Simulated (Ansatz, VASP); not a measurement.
**One calculation of BAs, two programs**

```
B As
1.0
     0.00000    2.48404    2.48404
     2.48404    0.00000    2.48404
     2.48404    2.48404    0.00000
B As
1 1
Direct
  0.00000 0.00000 0.00000
  0.75000 0.75000 0.75000
```

Change from the starting cell: strain +0.040 along x and y, +0.040 along z, atoms carried along.

Alike in both runs: task single point; functional LDA; k mesh 10 × 10 × 10; occupations gaussian, width 0.05 eV; no spin polarisation.

|  | VASP | Ansatz |
| --- | --- | --- |
| version | VASP 6.6.1 | Ansatz 0.2.0 |
| potentials or method | VASP PAW LDA potentials, release 64 (B, As) | scalar-relativistic, plane waves, PAW |
| plane-wave cutoff (eV) | 520 | 420 |
| valence electrons in the cell | 8 | 18 |

Ansatz gave:

| Property | Result |
| --- | --- |
| gap on the k mesh at the Fermi level (eV) | 1.22 |
| least direct gap on the mesh (eV) | 3.11 |
| pressure (GPa) | -15.9 |

What did VASP give for the same quantities?

gap on the k mesh at the Fermi level (eV): 1.22; least direct gap on the mesh (eV): 3.11; pressure (GPa): -15.4.

The two sets of potentials don't hold the same shells in valence.

Caveats: so large a pressure means that the cell lies far from this level's equilibrium, or that cutoff or potentials fall short (VASP). A k mesh can miss the band edges.
